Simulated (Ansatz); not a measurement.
# MnS under changes of volume

One of the cells (17.667 Å³/atom); the others are scaled copies at fixed shape and fractional positions:

```xyz
2
Lattice="0.0000 2.6045 2.6045 2.6045 0.0000 2.6045 2.6045 2.6045 0.0000" Properties=species:S:1:pos:R:3 pbc="T T T"
Mn    0.0000    0.0000    0.0000
S     2.6045    2.6045    2.6045
```

| Quantity | Value |
| --- | --- |
| Program | Ansatz 0.2.0 |
| Functional | PBE |
| Dispersion | D3(BJ) |
| Potentials or basis | Ansatz PAW |
| Cutoff | 420 eV (not typed: the program's choice for these potentials) |
| k mesh | 9 × 9 × 9 |
| Occupations | fermi-dirac, width 0.05 eV |
| Spin | collinear spin, ferromagnetic start |
| Starting moments | [4.0, 0.0] μB |

```tsv
volume (Å³/atom)	energy over the lowest point (meV/atom)	pressure (GPa)	moment (μB per cell)
16.607	0.00	-3.9	4.54
16.961	9.36	-4.8	4.61
17.314	20.76	-5.8	4.67
17.667	34.32	-6.7	4.71
18.021	49.83	-7.5	4.76
18.374	67.05	-8.2	4.79
18.727	?	?	?
```

Q: What does the run at 18.727 Å³/atom give?

A: Energy over the lowest point 85.95 meV/atom; pressure -9.0 GPa; moment 4.83 μB per cell.

Worked out: A Birch-Murnaghan fit of order 3 (a polynomial in V^(-2/3)) to the other rows has no minimum within the range. It gives 85.99 meV/atom at 18.727 Å³/atom, against the run's 85.95, and -dE/dV = -9.0 GPa, against -9.0. A parabola through the other rows of the moment, of slope 0.0559 μB per Å³/atom there, extrapolates to 4.81 μB, against the run's 4.83.

Energies are extrapolated to zero smearing.

Caveats: a cell with one magnetic atom can't hold antiferromagnetic order, which such compounds often take; pairwise dispersion overbinds metals, which lowers pressure and volume.
